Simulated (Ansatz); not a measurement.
# BP: energy along a strain

BP, F-43m, a = 4.538 Å (as given, not relaxed at this level: -0.2 GPa). Ansatz: r2SCAN, PAW, 500 eV, Γ-centred 10×10×10 mesh on 2 atoms, Gaussian smearing 0.05 eV; no spin polarisation. Cell vectors (Å): 0.000 2.269 2.269; 2.269 0.000 2.269; 2.269 2.269 0.000. The cell is strained by x per cent times the pattern (1 1 0 0 0 0) in the order xx yy zz yz xz xy (engineering shears), with fractional coordinates held. y is the free energy over the start, V0 = 11.682 Å³/atom. Points with a strain past 8.5 % were computed too (5) and aren't used here.

| x (%) | y (meV/atom) |
| --- | --- |
| -7.50 | ? |
| -3.75 | 47.17 |
| 0.00 | 0.00 |
| 3.75 | 42.05 |
| 7.50 | 154.23 |

Q: Fit y = c2 x² + c3 x³ to the other rows, get the stiffness along the pattern, and predict the missing energy.

A: Least squares on the rows shown. y = 3.1593 x² − 0.055446 x³. The clamped-ion stiffness p·C·p = 2 × 31.59 eV × 160.2 / 11.682 Å³ = 866 GPa. At x = -7.50 the fit asked for gives 201.10 meV/atom. The run gave 206.12 meV/atom, so the fit is 5.02 meV/atom too low, 2.4 % of the span of the series, against an rms of 0.34 meV/atom on the fitted rows. The row lies outside the fitted range. With a term in x⁴ added, a fit to the same known rows (none to spare) predicts 195.19 meV/atom, further off still.